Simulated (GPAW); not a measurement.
Runs of GPAW 26.7.0 on AlCo. The structure is cubic, space group Pm-3m (No. 221). The conventional cell has a = 2.819 Å, b = 2.819 Å, c = 2.819 Å, α = 90.00°, β = 90.00°, γ = 90.00°. Co (site symmetry m-3m) has 8 Al at 2.44 Å as nearest neighbours. Around Al (site symmetry m-3m) lie 8 Co at 2.44 Å. The cell is a database's computed one.

```csv
U,pressure (GPa),moment (μB)
Co d U = 2 eV,0.2,0.06
Co d U = 3 eV,0.9,0.24
Co d U = 4 eV,5.9,(a)
Co d U = 8 eV,32.7,1.59
Co d U = 6 eV,(b),1.41
```

Alike in all rows: task band structure; level PBEsol+U; potentials or basis PAW data sets generated in the run's folder for this functional, pw; spin collinear, ferromagnetic start; cell as given; k mesh 9 × 9 × 9; cutoff (eV) 600; smearing fermi-dirac 0.05 eV.

Q: Estimate the missing entries.

A: (a) 0.62; (b) 25.8.

Caveats: the U is typed as a test and isn't derived for this compound; a pressure of tens of GPa on the cell as given is suspect, and the run, the potentials or the cell itself is likely at fault (some runs).
